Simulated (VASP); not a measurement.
Calculation: PBE GGA with D4 dispersion, VASP's PBE PAW potentials (set 64) (plane waves; VASP).

Input for VASP

File POSCAR:
```
Li2O
1
   -0.0000000000     2.2990246989     2.2990246989
    2.2990246989     0.0000000000     2.2990246989
    2.2990246989     2.2990246989     0.0000000000
Li O
2 1
Direct
  0.2500000000   0.2500000000   0.2500000000
  0.7500000000   0.7500000000   0.7500000000
  1.0000000000   0.0000000000   1.0000000000
```

**INCAR**
```
! general
SYSTEM  =  Li2O
PREC    =  Accurate
ENCUT   =  520
LREAL   =  F
LASPH   =  T

! electronic loop
EDIFF   =  1E-7
NELM    =  100
ALGO    =  Normal

! smearing
ISMEAR  =  -5

! functional
GGA     =  PE
IVDW    =  13

! ions
ISIF    =  2

! output
LWAVE   =  F
LCHARG  =  T
LORBIT  =  11
NEDOS   =  601

! other
LEFG    =  T
```

### KPOINTS
```
Automatic mesh
0
Gamma
 9 9 9
```

POTCAR, in this order: Li_sv O (PBE.64 set). Program: vasp_std.

Output of the run:

File OSZICAR:
```
       N       E                     dE             d eps       ncg     rms          rms(c)
DAV:   1     0.410096821217E+02    0.41010E+02   -0.63141E+03   700   0.131E+03
DAV:   2    -0.111044837439E+02   -0.52114E+02   -0.50620E+02   838   0.234E+02
DAV:   3    -0.160824766353E+02   -0.49780E+01   -0.49601E+01  1212   0.601E+01
DAV:   4    -0.161246509431E+02   -0.42174E-01   -0.42158E-01   896   0.707E+00
DAV:   5    -0.161250087187E+02   -0.35778E-03   -0.35775E-03   990   0.496E-01    0.750E+00
DAV:   6    -0.143752440474E+02    0.17498E+01   -0.96491E+00   706   0.198E+01    0.285E+00
DAV:   7    -0.143448014627E+02    0.30443E-01   -0.22428E-01   790   0.405E+00    0.148E+00
DAV:   8    -0.143448067859E+02   -0.53233E-05   -0.58190E-02   858   0.302E+00    0.356E-01
DAV:   9    -0.143436991465E+02    0.11076E-02   -0.71813E-03   904   0.778E-01    0.108E-01
DAV:  10    -0.143441703737E+02   -0.47123E-03   -0.94891E-04   756   0.253E-01    0.495E-02
DAV:  11    -0.143441536662E+02    0.16708E-04   -0.39512E-05   912   0.813E-02    0.112E-02
DAV:  12    -0.143441556004E+02   -0.19342E-05   -0.54162E-06   878   0.236E-02    0.272E-03
DAV:  13    -0.143441557065E+02   -0.10609E-06   -0.83256E-07   898   0.933E-03    0.102E-03
DAV:  14    -0.143441556435E+02    0.62967E-07   -0.28736E-08   570   0.206E-03
   1 F= -.14579564E+02 E0= -.14579564E+02  d E =0.000000E+00
```

File OUTCAR:
```
------------------------ aborting loop because EDIFF is reached ----------------------------------------
  Edisp (eV):   -0.23541
  FORCE on cell =-STRESS in cart. coord.  units (eV):
  Direction    XX          YY          ZZ          XY          YZ          ZX
  --------------------------------------------------------------------------------------
  Total      -0.03988    -0.03988    -0.03988     0.00000     0.00000     0.00000
  in kB      -2.62910    -2.62910    -2.62910     0.00000     0.00000     0.00000
  external pressure =       -2.63 kB  Pullay stress =        0.00 kB
  volume of cell :       24.30
      direct lattice vectors                 reciprocal lattice vectors
     0.000000000  2.299024699  2.299024699    -0.217483527  0.217483527  0.217483527
     2.299024699  0.000000000  2.299024699     0.217483527 -0.217483527  0.217483527
     2.299024699  2.299024699  0.000000000     0.217483527  0.217483527 -0.217483527
 POSITION                                       TOTAL-FORCE (eV/Angst)
 -----------------------------------------------------------------------------------
      1.14951      1.14951      1.14951         0.000000      0.000000      0.000000
      3.44854      3.44854      3.44854        -0.000000     -0.000000     -0.000000
      0.00000      0.00000      0.00000         0.000000      0.000000      0.000000
 -----------------------------------------------------------------------------------
    total drift:                               -0.000000      0.000000      0.000000
  FREE ENERGIE OF THE ION-ELECTRON SYSTEM (eV)
  ---------------------------------------------------
  free  energy   TOTEN  =       -14.5795640184 eV

  energy  without entropy=      -14.5795640184  energy(sigma->0) =      -14.57956402

 total charge

# of ion       s       p       d       tot
------------------------------------------
    1        2.036   0.085   0.000   2.121
    2        2.036   0.085   0.000   2.121
    3        1.534   3.505   0.000   5.040
--------------------------------------------------
tot          5.607   3.675   0.000   9.282

 Electric field gradients after diagonalization (V/A^2)
 (convention: |V_zz| > |V_xx| > |V_yy|)
----------------------------------------------------------------------
 ion       V_xx      V_yy      V_zz     asymmetry (V_yy - V_xx)/ V_zz
----------------------------------------------------------------------
   1      -0.006    -0.006     0.012       0.000
   2      -0.006    -0.006     0.012       0.000
   3      -0.003    -0.003     0.007       0.000
```
(Selected blocks of OUTCAR.)

The compound is Li2O in the antifluorite structure. It was relaxed first.
